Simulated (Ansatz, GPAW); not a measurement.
This is a calculation of Li2S for GPAW 26.7.0 (ASE script). 

The input run.py:

```python
from ase.dft.bandgap import bandgap
from ase.io import read, write
from ase.units import Bohr, GPa
from gpaw import GPAW, PW
from gpaw.elf import elf_from_dft_calculation

atoms = read('Li2S.xyz')

calc = GPAW(mode=PW(800),
            xc='PBE',
            kpts={'size': (8, 8, 8), 'gamma': True},
            occupations={'name': 'methfessel-paxton', 'order': 0, 'width': 0.014},
            nbands=12,
            convergence={'density': 1e-05, 'energy': 1e-05},
            maxiter=150,
            txt='gpaw.txt')
atoms.calc = calc
energy = atoms.get_potential_energy()
forces = atoms.get_forces()
stress = atoms.get_stress()
calc.write('gs.gpw')
write('result.traj', atoms)
print(f'Energy: {energy:.6f} eV')
print('Forces (eV/A):')
print(forces.round(4))
print('Stress (GPa):', (stress / GPa).round(3))
print('Fermi level:', round(calc.get_fermi_level(), 4), 'eV')
print(f'Gap: {bandgap(calc)[0]:.4f} eV, direct: {bandgap(calc, direct=True)[0]:.4f} eV')

# fields on the real-space grid
write('density.cube', atoms, data=calc.get_pseudo_density() * Bohr**3)
write('potential.cube', atoms, data=calc.get_electrostatic_potential())
write('elf.cube', atoms, data=elf_from_dft_calculation(calc).data)
```

Li2S.xyz

```xyz
3
Lattice="0.0000000000 2.8445000000 2.8445000000 2.8445000000 0.0000000000 2.8445000000 2.8445000000 2.8445000000 0.0000000000" Properties=species:S:1:pos:R:3 pbc="T T T"
S      0.0000000000      0.0000000000      0.0000000000
Li     4.2667500000      4.2667500000      4.2667500000
Li     1.4222500000      1.4222500000      1.4222500000
```

Potentials or basis: GPAW PAW data sets (gpaw-data 1.2.1), pw.

Run with:

```sh
$ OMP_NUM_THREADS=1 python run.py
```

What does the same run look like in Ansatz 0.2.0? Potentials or basis there: Ansatz PAW, cutoff 420 eV.

As run (cutoffs and basis follow the program's own potentials, and thresholds, step limits or extra output files can differ):

Contents of input.yaml:

```yaml
crystal:
  lattice:
    - [0.0, 2.8445, 2.8445]
    - [2.8445, 0.0, 2.8445]
    - [2.8445, 2.8445, 0.0]
  atoms:
    - { symbol: S, position: [0.0, 0.0, 0.0] }
    - { symbol: Li, position: [0.75, 0.75, 0.75] }
    - { symbol: Li, position: [0.25, 0.25, 0.25] }
hamiltonian:
  xc: pbe
  pseudopotentials: { kind: paw }
kpoints:
  mp_grid: { grid: [8, 8, 8] }
scf:
  occupations: { method: gaussian, width: 0.014 }
output:
  forces: true
  stress: true
  eigenvalues: true
```

Potentials or basis: Ansatz PAW.

The run is started by

```sh
$ ansatz run input.yaml --threads 2 --pin off --max-ram 5632MiB --backend cpu --events-out ev --progress --plain --runs-dir out
```

Both were run:

|  | GPAW | Ansatz |
| --- | --- | --- |
| Pressure | 0.9 GPa | 0.4 GPa |

Ansatz's pressure holds a Pulay term of +0.00 GPa for its cutoff of 420 eV, which the other run lacks.

The potentials hold 8 and 12 valence electrons a cell.

Where Ansatz's input types no cutoff or centring, it takes its own default and a Γ-centred mesh.

Pressure is positive in compression.
